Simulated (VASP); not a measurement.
# CrO2 (P4_2/mnm) in VASP: band structure with LDA

Aim: the band structure of CrO2 with LDA.

Everything below comes from runs of VASP 6.6.1. Logs are shortened: lines on timing, memory, paths and dates and some standing lists are left out, and cuts for length are marked.

### Step 1. Starting point

Symmetry: P4_2/mnm, No. 136, tetragonal system. Conventional cell: a = 4.359 Å, b = 4.359 Å, c = 2.859 Å, α = 90.00°, β = 90.00°, γ = 90.00°. Cr (site symmetry mmm) has 6 O at 1.87 to 1.88 Å as nearest neighbours. O (site symmetry m2m) is surrounded by 3 Cr at 1.87 to 1.88 Å.

### Step 2. Band structure, LDA, collinear spin, ferromagnetic start

File INCAR:

```
PREC = Accurate
ENCUT = 520
EDIFF = 1E-7
ISMEAR = 0
SIGMA = 0.02
LREAL = F
LASPH = T
NELM = 150
ALGO = Normal
ISIF = 2
LWAVE = F
LCHARG = F
ISPIN = 2
MAGMOM = 2 2 0 0 0 0
LORBIT = 11
LMAXMIX = 4
NBANDS = 37
KPAR = 4
```

File KPOINTS:

```
Automatic mesh
0
Gamma
  8 8 10
```

File POSCAR:

```
CrO2                                    
1.0
    4.3586883790      0.0000000000      0.0000000000
   -0.0000000000      4.3586883790      0.0000000000
    0.0000000000      0.0000000000      2.8592627089
  Cr              O             
     2     4
Direct
     0.0000000000000000    0.0000000000000000    0.0000000000000000
     0.5000000000000000    0.5000000000000000    0.5000000000000000
     0.3029124753507410    0.3029124753507410    0.0000000000000000
     0.1970875246492590    0.8029124753507408    0.5000000000000000
     0.6970875246492592    0.6970875246492592    0.0000000000000000
     0.8029124753507408    0.1970875246492590    0.5000000000000000
```

File KPOINTS_OPT:

```
path GXMGZRAZ,XR,MA
10
line-mode
reciprocal
 0.0000000000  0.0000000000  0.0000000000  G
 0.0000000000  0.5000000000  0.0000000000  X

 0.0000000000  0.5000000000  0.0000000000  X
 0.5000000000  0.5000000000  0.0000000000  M

 0.5000000000  0.5000000000  0.0000000000  M
 0.0000000000  0.0000000000  0.0000000000  G

 0.0000000000  0.0000000000  0.0000000000  G
 0.0000000000  0.0000000000  0.5000000000  Z

 0.0000000000  0.0000000000  0.5000000000  Z
 0.0000000000  0.5000000000  0.5000000000  R

 0.0000000000  0.5000000000  0.5000000000  R
 0.5000000000  0.5000000000  0.5000000000  A

 0.5000000000  0.5000000000  0.5000000000  A
 0.0000000000  0.0000000000  0.5000000000  Z

 0.0000000000  0.5000000000  0.0000000000  X
 0.0000000000  0.5000000000  0.5000000000  R

 0.5000000000  0.5000000000  0.0000000000  M
 0.5000000000  0.5000000000  0.5000000000  A
```

Potentials or basis: VASP PAW LDA potentials, release 64 (Cr_pv, O).

Run with:

```
$ cat potpaw_LDA.64/Cr_pv/POTCAR potpaw_LDA.64/O/POTCAR > POTCAR
$ mpirun -np 4 vasp_std > vasp.out
```

OUTCAR:

```text
PREC = Accurate
   ENCUT = 520
   EDIFF = 1E-7
   ISMEAR = 0
   LREAL = F
   LASPH = T
   NELM = 150
   ISIF = 2
   ISPIN = 2
   LORBIT = 11

 ion  position               nearest neighbor table
   1  0.000  0.000  0.000-   3 1.87   5 1.87   4 1.88   6 1.88   4 1.88   6 1.88
   2  0.500  0.500  0.500-   4 1.87   6 1.87   5 1.88   3 1.88   3 1.88   5 1.88
   3  0.303  0.303  0.000-   1 1.87   2 1.88   2 1.88
   4  0.197  0.803  0.500-   2 1.87   1 1.88   1 1.88
   5  0.697  0.697  0.000-   1 1.87   2 1.88   2 1.88
   6  0.803  0.197  0.500-   2 1.87   1 1.88   1 1.88

  LATTYP: Found a simple tetragonal cell.
 ALAT       =     4.3586883790
 C/A-ratio  =     0.6559915416

  Lattice vectors:

 A1 = (   4.3586883790,   0.0000000000,   0.0000000000)
 A2 = (   0.0000000000,   4.3586883790,   0.0000000000)
 A3 = (   0.0000000000,   0.0000000000,   2.8592627089)

Analysis of symmetry for initial positions (statically):
=====================================================================
 Subroutine PRICEL returns:
 Original cell was already a primitive cell.

 Routine SETGRP: Setting up the symmetry group for a
 simple tetragonal supercell.

 Subroutine GETGRP returns: Found 16 space group operations
 (whereof  8 operations were pure point group operations)
 out of a pool of 16 trial point group operations.

The static configuration has the point symmetry D_2h.
 The point group associated with its full space group is D_4h.

Analysis of symmetry for dynamics (positions and initial velocities):
=====================================================================
 Subroutine PRICEL returns:
 Original cell was already a primitive cell.

 Routine SETGRP: Setting up the symmetry group for a
 simple tetragonal supercell.

 Subroutine GETGRP returns: Found 16 space group operations
 (whereof  8 operations were pure point group operations)
 out of a pool of 16 trial point group operations.

The dynamic configuration has the point symmetry D_2h.
 The point group associated with its full space group is D_4h.

Analysis of structural, dynamic, and magnetic symmetry:
=====================================================================
 Subroutine PRICEL returns:
 Original cell was already a primitive cell.

 Routine SETGRP: Setting up the symmetry group for a
 simple tetragonal supercell.

 Subroutine GETGRP returns: Found 16 space group operations
 (whereof  8 operations were pure point group operations)
 out of a pool of 16 trial point group operations.

The overall configuration has the point symmetry D_2h.
 The point group associated with its full space group is D_4h.

 Subroutine INISYM returns: Found 16 space group operations
 (whereof  8 operations are pure point group operations),
 and found     1 'primitive' translations

----------------------------------------------------------------------------------------

                                     Primitive cell

  volume of cell :      54.3207

  direct lattice vectors                    reciprocal lattice vectors
     4.358688379  0.000000000  0.000000000     0.229426817  0.000000000  0.000000000
     0.000000000  4.358688379  0.000000000     0.000000000  0.229426817  0.000000000
     0.000000000  0.000000000  2.859262709     0.000000000  0.000000000  0.349740511

  length of vectors
     4.358688379  4.358688379  2.859262709     0.229426817  0.229426817  0.349740511

  position of ions in fractional coordinates (direct lattice)
     0.000000000  0.000000000  0.000000000
     0.500000000  0.500000000  0.500000000
     0.302912475  0.302912475  0.000000000
     0.197087525  0.802912475  0.500000000
     0.697087525  0.697087525  0.000000000
     0.802912475  0.197087525  0.500000000

  ion indices of the primitive-cell ions
   primitive index   ion index
                 1           1
                 2           2
                 3           3
                 4           4
                 5           5
                 6           6

----------------------------------------------------------------------------------------

 KPOINTS: Automatic mesh

Automatic generation of k-mesh.
 Grid dimensions read from file:
 generate k-points for:    8    8   10

 Generating k-lattice:
[... 44 lines left out ...]
   k-points           NKPTS =     90   k-points in BZ     NKDIM =     90   number of bands    NBANDS=     37
   number of dos      NEDOS =    301   number of ions     NIONS =      6
   total plane-waves  NPLWV =  24576
   dimension x,y,z NGX =    32 NGY =   32 NGZ =   24
   dimension x,y,z NGXF=    64 NGYF=   64 NGZF=   48
   ions per type =               2   4
   NGX,Y,Z   is equivalent  to a cutoff of  12.21, 12.21, 13.95 a.u.
   NGXF,Y,Z  is equivalent  to a cutoff of  24.41, 24.41, 27.91 a.u.
 SYSTEM =  unknown system
   PREC   = accura    normal or accurate (medium, high low for compatibility)
   ISTART =      0    job   : 0-new  1-cont  2-samecut
   ICHARG =      2    charge: 1-file 2-atom 10-const
   ISPIN  =      2    spin polarized calculation?
   LNONCOLLINEAR =      F non collinear calculations
   LSORBIT =      F    spin-orbit coupling
   LASPH  =      T    aspherical Exc in radial PAW
   ENCUT  =  520.0 eV  38.22 Ry    6.18 a.u.   8.10  8.10  5.32*2*pi/ulx,y,z
   NELM   =    150;   NELMIN=  2; NELMDL= -5     # of ELM steps
   EDIFF  = 0.1E-06   stopping-criterion for ELM
   LREAL  =      F    real-space projection
   EDIFFG = 0.1E-05   stopping-criterion for IOM
   NSW    =      0    number of steps for IOM
   IBRION =     -1    ionic relax: 0-MD 1-quasi-New 2-CG
   NFREE  =      0    steps in history (QN), initial steepest desc. (CG)
   ISIF   =      2    stress and relaxation
   ISYM   =      2    0-nonsym 1-usesym 2-fastsym
   POTIM  = 0.5000    time-step for ionic-motion
   TEBEG  =    0.0;   TEEND  =   0.0 temperature during run
   PSTRESS=    0.0 pullay stress
   NELECT =      48.0000    total number of electrons
   NUPDOWN=      -1.0000    fix difference up-down
   EMIN   =  10.00;   EMAX   =-10.00  energy-range for DOS
   EFERMI =   0.00;   METHOD = LEGACY
   ISMEAR =     0;   SIGMA  =   0.02  broadening in eV -4-tet -1-fermi 0-gaus
   EFERMI_NEDOS =   21; number of points for ismear=-14 and -15
   IALGO  =     38    algorithm
   IMIX   =      4    mixing-type and parameters
     AMIX     =   0.40;   BMIX     =  1.00
     AMIX_MAG =   1.60;   BMIX_MAG =  1.00
  volume/ion in A,a.u.               =       9.05        61.10
  Fermi-wavevector in a.u.,A,eV,Ry     =   1.570966  2.968695 33.578266  2.467933
  Thomas-Fermi vector in A             =   2.672620
   LORBIT       =     11    0 simple, 1 ext, 2 COOP (PROOUT), +10 PAW based schemes
   GGA     = CA    functional components
   LHFCALC =     F    Hartree Fock is set to
   AEXX    =    0.0000 exact exchange contribution
   IVDW    =     0    specifies the selected vdW correction
   LEPSILON=     F    determine dielectric tensor
   LRPA    =     F    only Hartree local field effects (RPA)
 spin polarized calculation
 Gauss-broadening in eV      SIGMA  =   0.02
  energy-cutoff  :      520.00
  volume of cell :       54.32
 maximum number of plane-waves:      1488
   NGX = 17   NGY = 17   NGZ = 11

 number of electron      47.9999980 magnetization       3.9999696

 Free energy of the ion-electron system (eV)
  ---------------------------------------------------
  ext. energy  EPLUGINS =         0.00000000
  ---------------------------------------------------
  free energy    TOTEN  =       -55.67675156 eV

  energy without entropy =      -55.67645276  energy(sigma->0) =      -55.67660216

 E-fermi :   6.2234     XC(G=0): -12.7661

 val. band max:        6.1947414357   @ k =   0.3750   0.0000   0.1000
 cond. band min:       6.2241166459   @ k =   0.1250   0.0000   0.2000
 fundamental gap:      0.0293752103
 Fermi energy:         6.2234331785

 spin component 1

 k-point     1 :       0.0000    0.0000    0.0000
  band No.  band energies     occupation
      1     -38.4100      1.00000
      2     -38.4100      1.00000
      3     -38.2585      1.00000
      4     -38.2585      1.00000
      5     -38.1846      1.00000
      6     -38.1662      1.00000
[... 925 lines left out ...]
     35      16.4352      0.00000
     36      16.4352      0.00000

 [... further k-points ...]

 spin component 2

 k-point     1 :       0.0000    0.0000    0.0000
  band No.  band energies     occupation
      1     -36.6446      1.00000
      2     -36.6446      1.00000
      3     -36.3240      1.00000
      4     -36.3240      1.00000
      5     -36.1477      1.00000
      6     -36.1262      1.00000
[... 925 lines left out ...]
     35      16.6069      0.00000
     36      16.6069      0.00000

 [... further k-points ...]

 [bands above 36 left out]

------------------------ aborting loop because EDIFF is reached ----------------------------------------

  FORCE on cell =-STRESS in cart. coord.  units (eV):
  Direction    XX          YY          ZZ          XY          YZ          ZX
  --------------------------------------------------------------------------------------
  -------------------------------------------------------------------------------------
  Total       -0.0034934     -0.0034934      0.0071244     -0.0000000      0.0000000      0.0000000
  in kB       -0.1030379     -0.1030379      0.2101322     -0.0000000      0.0000000      0.0000000
  external PRESSURE =       0.0013522 kB  Pullay stress =       0.0000000 kB

 VOLUME and BASIS-vectors are now :
 -----------------------------------------------------------------------------
  energy-cutoff  :      520.00
  volume of cell :       54.32
      direct lattice vectors                 reciprocal lattice vectors
     4.358688379  0.000000000  0.000000000     0.229426817  0.000000000  0.000000000
     0.000000000  4.358688379  0.000000000     0.000000000  0.229426817  0.000000000
     0.000000000  0.000000000  2.859262709     0.000000000  0.000000000  0.349740511

 POSITION                                       TOTAL-FORCE (eV/Angst)
 -----------------------------------------------------------------------------------
      0.00000      0.00000      0.00000        -0.000000     -0.000000     -0.000000
      2.17934      2.17934      1.42963        -0.000000     -0.000000     -0.000000
      1.32030      1.32030      0.00000         0.000496      0.000496      0.000000
      0.85904      3.49965      1.42963        -0.000496      0.000496     -0.000000
      3.03839      3.03839      0.00000        -0.000496     -0.000496     -0.000000
      3.49965      0.85904      1.42963         0.000496     -0.000496     -0.000000
 -----------------------------------------------------------------------------------
    total drift:                               -0.000000      0.000000     -0.000000

  FREE ENERGIE OF THE ION-ELECTRON SYSTEM (eV)
  ---------------------------------------------------
  free  energy   TOTEN  =       -55.6767515570 eV

  energy  without entropy=      -55.6764527637  energy(sigma->0) =      -55.67660216

 total charge

# of ion       s       p       d       tot
------------------------------------------
    1        0.378   6.518   4.132  11.028
    2        0.378   6.518   4.132  11.028
    3        1.562   3.467   0.000   5.029
    4        1.562   3.467   0.000   5.029
    5        1.562   3.467   0.000   5.029
    6        1.562   3.467   0.000   5.029
--------------------------------------------------
tot          7.004  26.905   8.264  42.172

 magnetization (x)

# of ion       s       p       d       tot
------------------------------------------
    1        0.025   0.028   1.935   1.988
    2        0.025   0.028   1.935   1.988
    3       -0.002  -0.025   0.000  -0.027
    4       -0.002  -0.025   0.000  -0.027
    5       -0.002  -0.025   0.000  -0.027
    6       -0.002  -0.025   0.000  -0.027
--------------------------------------------------
tot          0.042  -0.046   3.869   3.866
```

Run time: 86 s. Hardware: 4 MPI ranks of Intel Xeon Platinum 8488C (Sapphire Rapids), shared host; peak memory 0.5 GiB.

What came out:

| Item | Value |
| --- | --- |
| Free energy | -55.6768 eV |
| Pressure | 0.0 GPa |
| Band gap along the path | none (metal or under the smearing width) |
| Net moment | 4.00 μB per cell |
| Site moments | Cr +1.99; O -0.03 μB |
| Valence electrons inside the program's atomic spheres | Cr 11.03; O 5.03 |

Caveat: semilocal functionals often make such compounds metallic where correlation or magnetic order opens a gap, which also shifts bond lengths; only a ferromagnetic start was run, and an antiferromagnetic order may lie lower in energy.
